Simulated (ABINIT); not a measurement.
TaN:

```xyz
2
Lattice="0.0000 2.1790 2.1790 2.1790 0.0000 2.1790 2.1790 2.1790 0.0000" Properties=species:S:1:pos:R:3 pbc="T T T"
Ta    2.1790    2.1790    2.1790
N     0.0000    0.0000    0.0000
```

Base run:

```yaml
Program: ABINIT 10.8.3 (patched build)
Functional: PBE
Potentials_or_basis: JTH PAW PBE v2.0
Cutoff: 707 eV
k_mesh: 10 × 10 × 10
Occupations: fermi-dirac, width 0.05 eV
Spin: spin-orbit coupling, no magnetisation
```

Its results: band gap on the k mesh none (metal or under the smearing width); pressure 14.9 GPa.

Question: The run is repeated on the same cell with these changes: spin from spin-orbit coupling, no magnetisation to no spin polarisation. What comes out?

Answer: Band gap on the k mesh none (metal or under the smearing width); pressure 14.3 GPa.

Caveats: the highest band is partly filled, so the run has too few bands; spin-orbit coupling is left out, which moves the levels of the heavy elements (some runs).
